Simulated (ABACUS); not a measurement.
The system is W.

```xyz
1
Lattice="-1.5823 1.5823 1.5823 1.5823 -1.5823 1.5823 1.5823 1.5823 -1.5823" Properties=species:S:1:pos:R:3 pbc="T T T"
W     0.0000    0.0000    0.0000
```

```yaml
Program: ABACUS 3.10.1
Task: relaxation of cell and atoms
Functional: TM
Potentials_or_basis: SG15 ONCV 1.2 PBE
Cutoff: 1170 eV
Density_cutoff: 4680 eV
Basis: plane waves
k_mesh: 8 × 8 × 8
Occupations: fermi-dirac, width 0.05 eV
Spin: no spin polarisation
```

At the start: pressure -7.0 GPa; volume 15.85 Å³/atom.

**Question.** How do energy, volume and symmetry change on relaxing?

**Answer.** Over 7 steps the energy falls by 7.6 meV/atom and the volume is 15.51 Å³/atom (-2.1 %); space group Im-3m (No. 229, to 0.05 Å).

The path:
```csv
step,energy change (eV),largest force (eV/Å),pressure (GPa),volume (Å³)
1,0.0000,0.0000,-6.97,15.85
2,0.1152,0.0000,33.94,14.26
3,-0.0076,0.0000,-0.11,15.52
4,-0.0076,0.0000,-0.18,15.52
5,-0.0076,0.0000,-0.21,15.52
6,-0.0076,0.0000,-0.13,15.51
7,-0.0076,0.0000,-0.10,15.51
```

Final structure:
```xyz
1
Lattice="-1.5712 1.5712 1.5712 1.5712 -1.5712 1.5712 1.5712 1.5712 -1.5712" Properties=species:S:1:pos:R:3 pbc="T T T"
W     0.0000    0.0000    0.0000
```

Caveat: the potentials were made for another functional, which shifts forces and pressure.
